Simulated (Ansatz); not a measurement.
# Dielectric response of SiC (110) films, part 4 of 6

Wanted: ε of zincblende SiC (110) by finite fields on slabs, and the band edges against the vacuum where run.

Ansatz 0.2.0; plane-wave DFT, PBEsol, Ansatz PAW (the session's first sound run).

So far, gap on the k-mesh (eV): step 10 (relaxation, 12 atoms, units 6) 0.420; step 15 (relaxing the film, 16 atoms, units 8) 0.326; step 16 (the relaxed film, single point, 16 atoms, units 8) 0.326; step 17 (atoms held, 16 atoms, units 8, field 0.05 V/Å) 0.277; step 18 (atoms held, 16 atoms, units 8, field -0.05 V/Å) 0.277.

## Step 20: Field on, atoms free, 16 atoms, units 8, field 0.05 V/Å

This step: plane-wave DFT, PBEsol, Ansatz PAW (Ansatz 0.2.0).

The same pair of relaxations in the field for this thickness.

File input.yaml:

```yaml
crystal:
  lattice:
    - [3.08298557, 0.0, 0.0]
    - [0.0, 4.36, 0.0]
    - [0.0, 0.0, 28.7904494809]
  atoms:
    - { symbol: Si, position: [0.5, 0.5437406686, 0.3214604649] }
    - { symbol: C, position: [0.0, 0.7389386503, 0.3129796854] }
    - { symbol: Si, position: [0.0, -0.0055922604, 0.3644233607] }
    - { symbol: C, position: [0.5, 0.2385481395, 0.3657999055] }
    - { symbol: Si, position: [0.5, 0.4972640015, 0.4201545907] }
    - { symbol: C, position: [0.0, 0.7474085454, 0.4196200251] }
    - { symbol: Si, position: [0.0, -0.0050863265, 0.4731093515] }
    - { symbol: C, position: [0.5, 0.2447785686, 0.4732190962] }
    - { symbol: Si, position: [0.5, 0.4949136802, 0.5268906515] }
    - { symbol: C, position: [0.0, 0.7447785716, 0.5267809062] }
    - { symbol: Si, position: [0.0, -0.002735996, 0.579845412] }
    - { symbol: C, position: [0.5, 0.2474085485, 0.5803799749] }
    - { symbol: Si, position: [0.5, 0.4944077458, 0.6355766392] }
    - { symbol: C, position: [0.0, 0.7385481382, 0.6342000929] }
    - { symbol: Si, position: [0.0, 0.0437406697, 0.678539533] }
    - { symbol: C, position: [0.5, 0.2389386549, 0.6870203103] }
kpoints:
  mp_grid: { grid: [8, 6, 1] }
hamiltonian:
  xc: pbesol
scf:
  occupations: { method: fixed }
  convergence: { dr2_threshold: 1.0e-10 }
efield:
  axis: 3
  dipole_correction: true
  ramp_position: 0.97
  ramp_width: 0.06
  amplitude: 0.05
relax:
  f_tol: 0.0006
  max_steps: 70
output:
  write_potential: true
  write_density: true
  volumetric_format: npy
```

Run with:

```console
$ ansatz run input.yaml --threads 4 --pin off --max-ram 16384MiB --backend cpu --events-out ev --progress --plain --runs-dir out
```

Numbers of over 12 decimals in the logs are rounded to 6 here.

What it wrote:

```text
[...]
Crystal: 16 atoms, lattice volume = 386.996 Å³
Basis set: ecut = 420 eV, 7513 PW (Γ), exchange–correlation on 48×60×400 points (8 copies of the dense FFT grid, shifted against one another)
Bands: 48, of which v1, the nominal top of the filled ones, is band 32 counted from 1 (31 counted from 0)
Symmetry: 2 space group operations
k-points: 20 of 48 (time reversal used)
[...]
- { symbol: Si, position: [0.5, 0.494921, 0.526901] }
    - { symbol: C, position: [0.0, 0.744779, 0.526771] }
    - { symbol: Si, position: [0.0, -0.00274739, 0.579859] }
    - { symbol: C, position: [0.5, 0.247401, 0.580366] }
    - { symbol: Si, position: [0.5, 0.494399, 0.635583] }
    - { symbol: C, position: [0.0, 0.738550, 0.634196] }
    - { symbol: Si, position: [0.0, 0.043704, 0.678563] }
    - { symbol: C, position: [0.5, 0.238902, 0.686993] }
[key lines of the parts left out:]
SCF converged after 6 iterations
Free energy (F): -6944.398823 eV
Fermi energy:    1.042130 eV
Dipole field:    D = 0.021269 V/Å  (p = 0.045489 e·Å, saw-weighted, corrected)
```

It took 38 s on 4 threads of Arm Neoverse V1, shared host; peak memory 0.85 GiB; 2.5 min of CPU time.

Hardly anything moved in the relaxation; the energy changed by under 0.2 meV an atom.

The relaxation took 4 steps and lowered the energy by 4.4e-5 eV; the largest force on the free atoms ends at 3.8e-4 eV/Å.

The dipole is 0.0455 e·Å, and the gap on the mesh 0.290 eV.

## Step 21: Field on, atoms free, 16 atoms, units 8, field -0.05 V/Å

The opposite sign, again from the field-free geometry; the difference of the two cancels what relaxes without a field.

Edit input.yaml of step 20 so:

```diff
@@ -34,3 +34,3 @@
   ramp_width: 0.06
-  amplitude: 0.05
+  amplitude: -0.05
 relax:
```

What it wrote:

```text
[...]
Crystal: 16 atoms, lattice volume = 386.996 Å³
Basis set: ecut = 420 eV, 7513 PW (Γ), exchange–correlation on 48×60×400 points (8 copies of the dense FFT grid, shifted against one another)
Bands: 48, of which v1, the nominal top of the filled ones, is band 32 counted from 1 (31 counted from 0)
Symmetry: 2 space group operations
k-points: 20 of 48 (time reversal used)
[...]
- { symbol: Si, position: [0.5, 0.494917, 0.526881] }
    - { symbol: C, position: [0.0, 0.744773, 0.526789] }
    - { symbol: Si, position: [0.0, -0.00272311, 0.579830] }
    - { symbol: C, position: [0.5, 0.247413, 0.580393] }
    - { symbol: Si, position: [0.5, 0.494415, 0.635570] }
    - { symbol: C, position: [0.0, 0.738551, 0.634204] }
    - { symbol: Si, position: [0.0, 0.043777, 0.678518] }
    - { symbol: C, position: [0.5, 0.238969, 0.687049] }
[key lines of the parts left out:]
SCF converged after 6 iterations
Free energy (F): -6944.398823 eV
Fermi energy:    1.042130 eV
Dipole field:    D = -0.021270 V/Å  (p = -0.045489 e·Å, saw-weighted, corrected)
```

Elapsed: 38 s, on 4 threads; peak memory 0.84 GiB; 2.5 min of CPU time.

No atom moved by 0.005 Å in the relaxation.

The relaxation took 4 steps and lowered the energy by 4.4e-5 eV; the largest force on the free atoms ends at 3.8e-4 eV/Å.

The dipole is -0.0455 e·Å, and the gap on the mesh 0.290 eV.

## Step 22: Response with the atoms relaxed, 16 atoms, units 8

This step: plane-wave DFT, PBEsol, Ansatz PAW; response to a field along the normal, atoms relaxed (Ansatz 0.2.0).

Local field over the applied field, running mean. From the potentials at -0.05 and 0.05 V/Å; running mean over 1.541 Å, taken twice. Local field over applied field against z:

```csv
z (Å),local field over applied field
5,0.997
6,0.976
7,0.845
8,0.505
9,0.118
10,0.0207
11,0.107
12,0.0704
13,0.0719
14,0.0923
15,0.0892
16,0.0655
17,0.0769
18,0.0928
19,0.00111
20,0.184
21,0.590
22,0.892
23,0.984
24,0.998
```

The induced dipole is that of a conductor 12.25 Å thick.

## Step 23: Relaxing the film, 18 atoms, units 9

This step: plane-wave DFT, PBEsol, Ansatz PAW (Ansatz 0.2.0).

System of this step: SiC (110), 9 units. The cell holds 18 atoms: 9 Si and 9 C. Its edges and angles: a = 3.083 Å, b = 4.360 Å, c = 30.332 Å, α = 90.0°, β = 90.0°, γ = 90.0°. It derives from SiC (zincblende SiC). Vacuum lies along c.

The next thickness, treated alike, so that differences show the interior and the faces cancel.

File input.yaml:

```yaml
crystal:
  lattice:
    - [3.08298557, 0.0, 0.0]
    - [0.0, 4.36, 0.0]
    - [0.0, 0.0, 30.3319422639]
  atoms:
    - { symbol: Si, position: [0.5, 0.5, 0.296716904] }
    - { symbol: C, position: [0.0, 0.75, 0.296716904] }
    - { symbol: Si, position: [0.0, 0.0, 0.347537678] }
    - { symbol: C, position: [0.5, 0.25, 0.347537678] }
    - { symbol: Si, position: [0.5, 0.5, 0.398358452] }
    - { symbol: C, position: [0.0, 0.75, 0.398358452] }
    - { symbol: Si, position: [0.0, 0.0, 0.449179226] }
    - { symbol: C, position: [0.5, 0.25, 0.449179226] }
    - { symbol: Si, position: [0.5, 0.5, 0.5] }
    - { symbol: C, position: [0.0, 0.75, 0.5] }
    - { symbol: Si, position: [0.0, 0.0, 0.550820774] }
    - { symbol: C, position: [0.5, 0.25, 0.550820774] }
    - { symbol: Si, position: [0.5, 0.5, 0.601641548] }
    - { symbol: C, position: [0.0, 0.75, 0.601641548] }
    - { symbol: Si, position: [0.0, 0.0, 0.652462322] }
    - { symbol: C, position: [0.5, 0.25, 0.652462322] }
    - { symbol: Si, position: [0.5, 0.5, 0.703283096] }
    - { symbol: C, position: [0.0, 0.75, 0.703283096] }
kpoints:
  mp_grid: { grid: [8, 6, 1] }
hamiltonian:
  xc: pbesol
scf:
  occupations: { method: fixed }
  convergence: { dr2_threshold: 1.0e-09 }
efield:
  axis: 3
  dipole_correction: true
  ramp_position: 0.97
  ramp_width: 0.06
relax:
  f_tol: 0.003
  max_steps: 100
output:
  write_potential: true
  write_density: true
  volumetric_format: npy
```

What it wrote:

```text
[...]
Crystal: 18 atoms, lattice volume = 407.716 Å³
Basis set: ecut = 420 eV, 7957 PW (Γ), exchange–correlation on 48×60×432 points (8 copies of the dense FFT grid, shifted against one another)
Bands: 54, of which v1, the nominal top of the filled ones, is band 36 counted from 1 (35 counted from 0)
Symmetry: 2 space group operations
[...]
- { symbol: Si, position: [0.0, -0.00487815, 0.550901] }
    - { symbol: C, position: [0.5, 0.245144, 0.550759] }
    - { symbol: Si, position: [0.5, 0.497868, 0.601166] }
    - { symbol: C, position: [0.0, 0.748037, 0.601722] }
    - { symbol: Si, position: [0.0, -0.00515802, 0.654088] }
    - { symbol: C, position: [0.5, 0.239033, 0.652757] }
    - { symbol: Si, position: [0.5, 0.544238, 0.694862] }
    - { symbol: C, position: [0.0, 0.739393, 0.702931] }
[key lines of the parts left out:]
SCF converged after 6 iterations
Free energy (F): -7813.101152 eV
Fermi energy:    1.543419 eV
Dipole field:    D = 0.000000 V/Å  (p = 0.000000 e·Å, saw-weighted, corrected)
Work function:   Φ+ = 5.5088 eV   Φ− = 5.5088 eV
```

Elapsed: 77 s, on 4 threads; peak memory 0.94 GiB.

Relaxation path:

```csv
step,energy less that of the first step (eV),largest force component (eV/Å)
1,0.0000,2.8550
2,-0.9614,1.5636
3,-1.2859,0.3844
4,-1.3064,0.1353
5,-1.3080,0.0155
6,-1.3080,0.0047
7,-1.3080,0.0003
```

Forces are held to the 2 operations that the run works with; a distortion that breaks them can't arise in this run.

The atoms that moved most (Å):

```csv
atom,dx,dy,dz,length
Si17,0.000,0.193,-0.255,0.320
Si1,0.000,0.193,0.255,0.320
Si15,0.000,-0.022,0.049,0.054
Si3,0.000,-0.022,-0.049,0.054
C4,0.000,-0.048,-0.009,0.049
C16,0.000,-0.048,0.009,0.049
C2,0.000,-0.046,0.011,0.047
C18,0.000,-0.046,-0.011,0.047
```

The relaxation took 7 steps and lowered the energy by 1.3 eV; the largest force on the free atoms ends at 3.1e-4 eV/Å.

The gap is 0.19 eV, with the valence edge 5.51 eV and the conduction edge 5.32 eV under the upper vacuum level.

## Step 24: Single point on the relaxed film, 18 atoms, units 9

The next thickness, treated alike, so that differences show the interior and the faces cancel.

File input.yaml:

```yaml
crystal:
  lattice:
    - [3.08298557, 0.0, 0.0]
    - [0.0, 4.36, 0.0]
    - [0.0, 0.0, 30.3319422639]
  atoms:
    - { symbol: Si, position: [0.5, 0.5442376971, 0.3051379133] }
    - { symbol: C, position: [0.0, 0.7393934555, 0.2970686033] }
    - { symbol: Si, position: [0.0, -0.0051580259, 0.3459118266] }
    - { symbol: C, position: [0.5, 0.2390327633, 0.3472428708] }
    - { symbol: Si, position: [0.5, 0.4978683707, 0.3988336713] }
    - { symbol: C, position: [0.0, 0.7480370072, 0.3982784171] }
    - { symbol: Si, position: [0.0, -0.0048781516, 0.4490988058] }
    - { symbol: C, position: [0.5, 0.2451438401, 0.449241079] }
    - { symbol: Si, position: [0.5, 0.4965125471, 0.5000000008] }
    - { symbol: C, position: [0.0, 0.7461335081, 0.4999999999] }
    - { symbol: Si, position: [0.0, -0.0048781473, 0.5509011955] }
    - { symbol: C, position: [0.5, 0.2451438428, 0.5507589203] }
    - { symbol: Si, position: [0.5, 0.4978683755, 0.6011663297] }
    - { symbol: C, position: [0.0, 0.7480370115, 0.601721582] }
    - { symbol: Si, position: [0.0, -0.0051580214, 0.654088174] }
    - { symbol: C, position: [0.5, 0.2390327669, 0.6527571276] }
    - { symbol: Si, position: [0.5, 0.5442376984, 0.6948620867] }
    - { symbol: C, position: [0.0, 0.7393934618, 0.7029313962] }
kpoints:
  mp_grid: { grid: [8, 6, 1] }
hamiltonian:
  xc: pbesol
scf:
  occupations: { method: fixed }
  convergence: { dr2_threshold: 1.0e-09 }
efield:
  axis: 3
  dipole_correction: true
  ramp_position: 0.97
  ramp_width: 0.06
output:
  eigenvalues: true
  write_potential: true
  write_density: true
  volumetric_format: npy
```

What it wrote:

```text
[...]
Crystal: 18 atoms, lattice volume = 407.716 Å³
Basis set: ecut = 420 eV, 7957 PW (Γ)
Bands: 54, of which v1, the nominal top of the filled ones, is band 36 counted from 1 (35 counted from 0)
Symmetry: 2 space group operations
k-points: 20 of 48 (time reversal used)
[...]
k-point 0: bands = [... 32 lower, 0.8175, 0.9381, 1.0904, 1.1541, 2.6564, 3.2926, 4.1254, 4.4453, ... 14 higher]
  k-point 1: bands = [... 32 lower, 0.5731, 0.6238, 0.9600, 1.1772, 2.9292, 3.5322, 4.2924, 4.4994, ... 14 higher]
  k-point 2: bands = [... 32 lower, 0.0661, 0.1473, 1.0223, 1.0502, 3.6012, 3.9193, 4.3158, 4.6340, ... 14 higher]
  k-point 19: bands = [... 32 lower, -0.3896, -0.2330, 1.4120, 1.5434, 3.1266, 3.2383, 5.8132, 5.8732, ... 14 higher]
[key lines of the parts left out:]
SCF converged after 10 iterations
Free energy (F): -7813.101258 eV
Fermi energy:    1.543408 eV
Dipole field:    D = -0.000006 V/Å  (p = -0.000014 e·Å, saw-weighted, corrected)
Work function:   Φ+ = 5.5089 eV   Φ− = 5.5087 eV
```

Run time: 19 s. Hardware: 4 threads; peak memory 1 GiB.

The gap is 0.19 eV, with the valence edge 5.51 eV and the conduction edge 5.32 eV under the upper vacuum level.

## Step 25: Atoms held, 18 atoms, units 9, field 0.05 V/Å

Edit input.yaml of step 24 so:

```diff
@@ -30,3 +30,3 @@
   occupations: { method: fixed }
-  convergence: { dr2_threshold: 1.0e-09 }
+  convergence: { dr2_threshold: 1.0e-10 }
 efield:
@@ -36,4 +36,4 @@
   ramp_width: 0.06
+  amplitude: 0.05
 output:
-  eigenvalues: true
   write_potential: true
```

What it wrote:

```text
[...]
Crystal: 18 atoms, lattice volume = 407.716 Å³
Basis set: ecut = 420 eV, 7957 PW (Γ)
Bands: 54, of which v1, the nominal top of the filled ones, is band 36 counted from 1 (35 counted from 0)
Symmetry: 2 space group operations
k-points: 20 of 48 (time reversal used)
[...]
k-point 0: bands = [... 32 lower, 0.8167, 0.9397, 1.0800, 1.1646, 2.6556, 3.2927, 4.1254, 4.4323, ... 14 higher]
  k-point 1: bands = [... 32 lower, 0.5710, 0.6269, 0.9561, 1.1811, 2.9283, 3.5324, 4.2896, 4.4776, ... 14 higher]
  k-point 2: bands = [... 32 lower, 0.0677, 0.1474, 1.0009, 1.0715, 3.5984, 3.9205, 4.3145, 4.6355, ... 14 higher]
  k-point 19: bands = [... 32 lower, -0.3894, -0.2316, 1.4032, 1.5520, 3.1155, 3.2493, 5.8079, 5.8778, ... 14 higher]
[key lines of the parts left out:]
SCF converged after 14 iterations
Free energy (F): -7813.102464 eV
Fermi energy:    1.551996 eV
Dipole field:    D = 0.021411 V/Å  (p = 0.048242 e·Å, saw-weighted, corrected)
```

Run time: 22 s. Hardware: 4 threads; peak memory 1 GiB.

The dipole is 0.0482 e·Å, and the gap on the mesh 0.170 eV.

## Step 26: Atoms held, 18 atoms, units 9, field -0.05 V/Å

Edit input.yaml of step 25 so:

```diff
@@ -36,3 +36,3 @@
   ramp_width: 0.06
-  amplitude: 0.05
+  amplitude: -0.05
 output:
```

What it wrote:

```text
[...]
Crystal: 18 atoms, lattice volume = 407.716 Å³
Basis set: ecut = 420 eV, 7957 PW (Γ)
Bands: 54, of which v1, the nominal top of the filled ones, is band 36 counted from 1 (35 counted from 0)
Symmetry: 2 space group operations
k-points: 20 of 48 (time reversal used)
[...]
k-point 0: bands = [... 32 lower, 0.8167, 0.9397, 1.0800, 1.1646, 2.6556, 3.2927, 4.1254, 4.4323, ... 14 higher]
  k-point 1: bands = [... 32 lower, 0.5710, 0.6269, 0.9561, 1.1811, 2.9283, 3.5324, 4.2896, 4.4776, ... 14 higher]
  k-point 2: bands = [... 32 lower, 0.0677, 0.1474, 1.0009, 1.0715, 3.5984, 3.9205, 4.3145, 4.6355, ... 14 higher]
  k-point 19: bands = [... 32 lower, -0.3894, -0.2316, 1.4032, 1.5520, 3.1155, 3.2493, 5.8079, 5.8778, ... 14 higher]
[key lines of the parts left out:]
SCF converged after 14 iterations
Free energy (F): -7813.102464 eV
Fermi energy:    1.551997 eV
Dipole field:    D = -0.021410 V/Å  (p = -0.048242 e·Å, saw-weighted, corrected)
```

Elapsed: 22 s, on 4 threads; peak memory 1 GiB.

The dipole is -0.0482 e·Å, and the gap on the mesh 0.170 eV.

## Step 27: Response with the atoms held, 18 atoms, units 9

This step: plane-wave DFT, PBEsol, Ansatz PAW; response to a field along the normal, atoms held (Ansatz 0.2.0).

Local field over the applied field, running mean. From the potentials at -0.05 and 0.05 V/Å; running mean over 1.541 Å, taken twice. Table of local field over applied field by z:

z (Å), local field over applied field and a bar:
```
        5      0.997 ##############################
        6      0.975 #############################
        7      0.850 #########################
        8      0.515 ##############
        9      0.176 ###
       10      0.087 
       11      0.113 #
       12      0.119 #
       13      0.122 #
       14      0.130 #
       15      0.133 ##
       16      0.132 #
       17      0.125 #
       18      0.119 #
       19      0.117 #
       20      0.094 
       21      0.119 #
       22      0.383 ##########
       23      0.760 ######################
       24      0.953 ############################
       25      0.994 ##############################
       26      0.999 ##############################
```

The induced dipole is that of a conductor 12.99 Å thick.

## Step 28: Relaxation, 24 atoms, units 12

This step: plane-wave DFT, PBEsol, Ansatz PAW (Ansatz 0.2.0).

System of this step: SiC (110), 12 units. The cell holds 24 atoms: 12 Si and 12 C. Cell: a = 3.083 Å, b = 4.360 Å, c = 34.956 Å, α = 90.0°, β = 90.0°, γ = 90.0°. It derives from SiC (zincblende SiC). Vacuum lies along c.

The next thickness, treated alike, so that differences show the interior and the faces cancel.

File input.yaml:

```yaml
crystal:
  lattice:
    - [3.08298557, 0.0, 0.0]
    - [0.0, 4.36, 0.0]
    - [0.0, 0.0, 34.9564206129]
  atoms:
    - { symbol: Si, position: [0.5, 0.5, 0.2574634314] }
    - { symbol: C, position: [0.0, 0.75, 0.2574634314] }
    - { symbol: Si, position: [0.0, 0.0, 0.3015609893] }
    - { symbol: C, position: [0.5, 0.25, 0.3015609893] }
    - { symbol: Si, position: [0.5, 0.5, 0.3456585472] }
    - { symbol: C, position: [0.0, 0.75, 0.3456585472] }
    - { symbol: Si, position: [0.0, 0.0, 0.3897561052] }
    - { symbol: C, position: [0.5, 0.25, 0.3897561052] }
    - { symbol: Si, position: [0.5, 0.5, 0.4338536631] }
    - { symbol: C, position: [0.0, 0.75, 0.4338536631] }
    - { symbol: Si, position: [0.0, 0.0, 0.477951221] }
    - { symbol: C, position: [0.5, 0.25, 0.477951221] }
    - { symbol: Si, position: [0.5, 0.5, 0.522048779] }
    - { symbol: C, position: [0.0, 0.75, 0.522048779] }
    - { symbol: Si, position: [0.0, 0.0, 0.5661463369] }
    - { symbol: C, position: [0.5, 0.25, 0.5661463369] }
    - { symbol: Si, position: [0.5, 0.5, 0.6102438948] }
    - { symbol: C, position: [0.0, 0.75, 0.6102438948] }
    - { symbol: Si, position: [0.0, 0.0, 0.6543414528] }
    - { symbol: C, position: [0.5, 0.25, 0.6543414528] }
    - { symbol: Si, position: [0.5, 0.5, 0.6984390107] }
    - { symbol: C, position: [0.0, 0.75, 0.6984390107] }
    - { symbol: Si, position: [0.0, 0.0, 0.7425365686] }
    - { symbol: C, position: [0.5, 0.25, 0.7425365686] }
kpoints:
  mp_grid: { grid: [8, 6, 1] }
hamiltonian:
  xc: pbesol
scf:
  occupations: { method: fixed }
  convergence: { dr2_threshold: 1.0e-09 }
efield:
  axis: 3
  dipole_correction: true
  ramp_position: 0.97
  ramp_width: 0.06
relax:
  f_tol: 0.003
  max_steps: 100
output:
  write_potential: true
  write_density: true
  volumetric_format: npy
```

What it wrote:

```text
[...]
Crystal: 24 atoms, lattice volume = 469.878 Å³
Basis set: ecut = 420 eV, 9161 PW (Γ), exchange–correlation on 48×60×480 points (8 copies of the dense FFT grid, shifted against one another)
Bands: 72, of which v1, the nominal top of the filled ones, is band 48 counted from 1 (47 counted from 0)
Symmetry: 2 space group operations
[...]
- { symbol: Si, position: [0.5, 0.496204, 0.610244] }
    - { symbol: C, position: [0.0, 0.746204, 0.610152] }
    - { symbol: Si, position: [0.0, -0.00115578, 0.653872] }
    - { symbol: C, position: [0.5, 0.249017, 0.654334] }
    - { symbol: Si, position: [0.5, 0.495861, 0.699778] }
    - { symbol: C, position: [0.0, 0.740023, 0.698637] }
    - { symbol: Si, position: [0.0, 0.045216, 0.735163] }
    - { symbol: C, position: [0.5, 0.240396, 0.742153] }
[key lines of the parts left out:]
SCF converged after 6 iterations
Free energy (F): -10419.220659 eV
Fermi energy:    2.595028 eV
Dipole field:    D = -0.000000 V/Å  (p = -0.000000 e·Å, saw-weighted, corrected)
Work function:   Φ+ = 5.5703 eV   Φ− = 5.5703 eV
```

It took 2.2 min on 4 threads; peak memory 1.2 GiB; 8.8 min of CPU time.

The relaxation took 7 steps and lowered the energy by 1.3 eV; the largest force on the free atoms ends at 0.0010 eV/Å.

The gap is 0.30 eV, with the valence edge 5.57 eV and the conduction edge 5.27 eV under the upper vacuum level.

(Part 4 of 6 ends here.)

[Logs are printed without paths, hosts, clocks, repeated set-up lines and the standing remarks that a program may print on its own settings, such as how far it seeks lower states.]

[Hosts, paths, dates, database ids (printed as entryN), source tags and the programs' standing remarks are cut or masked in the printed files.]

[Maps of the electrostatic potential energy from Ansatz leave out the sawtooth potential of an applied field or a dipole correction, so their vacuum need not be flat; planar profiles and work functions include it.]
